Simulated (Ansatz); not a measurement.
## InP (F-43m) from LDA to hybrids

All numbers come from the PAW code Ansatz. Non-magnetic throughout; all numbers are computed.

Structure: a 2-atom cell of InP started from a crystallographic database, at its r2SCAN minimum. It is cubic, F-43m (No. 216); conventional cell a = 5.908 Å, 25.77 Å³ an atom. Around In lie 4 P at 2.56 Å; around P lie 4 In at 2.56 Å.

```cif
data_structure
_symmetry_space_group_name_H-M 'F-43m'
_symmetry_Int_Tables_number 216
_cell_length_a 5.9076
_cell_length_b 5.9076
_cell_length_c 5.9076
_cell_angle_alpha 90.000
_cell_angle_beta 90.000
_cell_angle_gamma 90.000
_cell_volume 206.18
loop_
_atom_site_label
_atom_site_type_symbol
_atom_site_symmetry_multiplicity
_atom_site_Wyckoff_symbol
_atom_site_fract_x
_atom_site_fract_y
_atom_site_fract_z
_atom_site_occupancy
In1 In 4 a 0.00000 0.00000 0.00000 1
P1 P 4 d 0.25000 0.25000 0.75000 1
```

Relaxed lattice by functional, symmetry kept:
```tsv
functional	k mesh	a (Å)	volume (Å³/atom)
PBE	8×8×8	5.960	26.46
r2SCAN	6×6×6	5.908	25.77
PBEsol	6×6×6	5.878	25.39
LDA	6×6×6	5.827	24.73
```

On this one geometry the levels give:
```
       level  k mesh  gap (eV)    kind  edges  least direct gap (eV)        rough cost
         LDA   8×8×8      0.35  direct      Γ                   0.35  2.7 core-seconds
         PBE   8×8×8      0.59  direct      Γ                   0.59    4 core-seconds
     PBE+SOC   8×8×8      0.56  direct      Γ                   0.56   12 core-seconds
      r2SCAN   8×8×8      1.03  direct      Γ                   1.03    7 core-seconds
       HSE06   6×6×6      1.36  direct      Γ                   1.36  120 core-seconds
   HSE06+SOC   4×4×4      1.36  direct      Γ                   1.36    3 core-minutes
    DDH-PBE0   6×6×6      1.05  direct      Γ                   1.05  2.2 core-minutes
        PBE0   6×6×6      1.96  direct      Γ                   1.96  120 core-seconds
     r2SCAN0   6×6×6      2.21  direct      Γ                   2.21  2.3 core-minutes
Hartree-Fock   6×6×6      6.99  direct      Γ                   6.99  2.2 core-minutes
```
PBE, PBE+SOC, HSE06+SOC: smearing of 0.02 eV; the others have fixed occupations.
Wave cutoffs: 420 eV, 500 eV (r2SCAN, r2SCAN0).
Costs come from shared machines and give only the order; PBE's includes the band path.

The HSE06 gap is direct at Γ: 1.36 eV. Spin-orbit coupling changes the PBE gap by -0.03 eV, to 0.56 eV; at Γ the threefold valence level splits into a fourfold and a twofold level 0.099 eV apart, the fourfold one on top.

r2SCAN covers 57 % of the step from PBE to HSE06, while HSE06 needs about 17 times r2SCAN's cost (on a coarser mesh). All these functionals give a gap of the same kind, direct.

Only the levels marked +SOC include spin-orbit coupling.

The meshes of the hybrids are coarse, so their gaps aren't converged to the digits shown.
